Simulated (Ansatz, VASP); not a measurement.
**Fe in VASP and in Ansatz**

```
Fe
1.0
    -1.37460    1.37460    1.37460
     1.37460   -1.37460    1.37460
     1.37460    1.37460   -1.37460
Fe
1
Direct
  0.00000 0.00000 0.00000
```

Alike in both runs: task single point; functional LDA; k mesh 8 × 8 × 8; occupations fermi-dirac, width 0.05 eV; collinear spin.

```csv
,VASP,Ansatz
version,VASP 6.6.1,Ansatz 0.2.0
potentials or method,"VASP PAW LDA potentials, release 64 (Fe)","plane waves (420 eV) with PAW, scalar-relativistic"
plane-wave cutoff (eV),520,420
valence electrons in the cell,8,16
```

Ansatz gave:

* pressure (GPa): 0.6
* net moment per atom (μB): 1.98
* size of the moment on the site where the two differ most (μB): 1.99

Question: Which values does VASP return?

Answer: Pressure (GPa): -0.8; net moment per atom (μB): 1.92; size of the moment on the site where the two differ most (μB): 1.89.

Site moments also hang on the region over which each program counts them. The two sets of potentials don't hold the same shells in valence. Ansatz warned: «pseudo_functional_mismatch».

Caveats: the k mesh is coarse (spacing up to 0.40 Å⁻¹), so the values aren't converged.
